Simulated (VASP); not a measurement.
PbS (Galena):

```
CELL_PARAMETERS angstrom
0.00000 2.96575 2.96575
2.96575 0.00000 2.96575
2.96575 2.96575 0.00000
ATOMIC_POSITIONS crystal
Pb 0.00000 0.00000 0.00000
S 0.50000 0.50000 0.50000
```

* Program: VASP 6.6.1
* Task: relaxation of cell and atoms
* Functional: PBE
* Potentials or basis: VASP PAW PBE potentials, release 64 (Pb_d, S)
* Cutoff: 600 eV
* k mesh: 8 × 8 × 8
* Occupations: gaussian, width 0.03 eV
* Spin: no spin polarisation

At the start: pressure 2.2 GPa; volume 26.09 Å³/atom.

Q: How do energy, volume and symmetry change on relaxing?

A: Over 3 steps the energy falls by 6.8 meV/atom and the volume is 27.10 Å³/atom (+3.9 %); space group Fm-3m (No. 225, to 0.05 Å).

Step by step:
| step | energy change (eV) | largest force (eV/Å) | pressure (GPa) | volume (Å³) |
| --- | --- | --- | --- | --- |
| 1 | 0.0000 | 0.0000 | 2.21 | 52.17 |
| 2 | -0.0119 | 0.0000 | -0.69 | 54.94 |
| 3 | -0.0135 | 0.0000 | 0.01 | 54.20 |

Final structure:
```
Pb S
1.0
     0.00000    3.00373    3.00373
     3.00373    0.00000    3.00373
     3.00373    3.00373    0.00000
Pb S
1 1
Direct
  0.00000 0.00000 0.00000
  0.50000 0.50000 0.50000
```
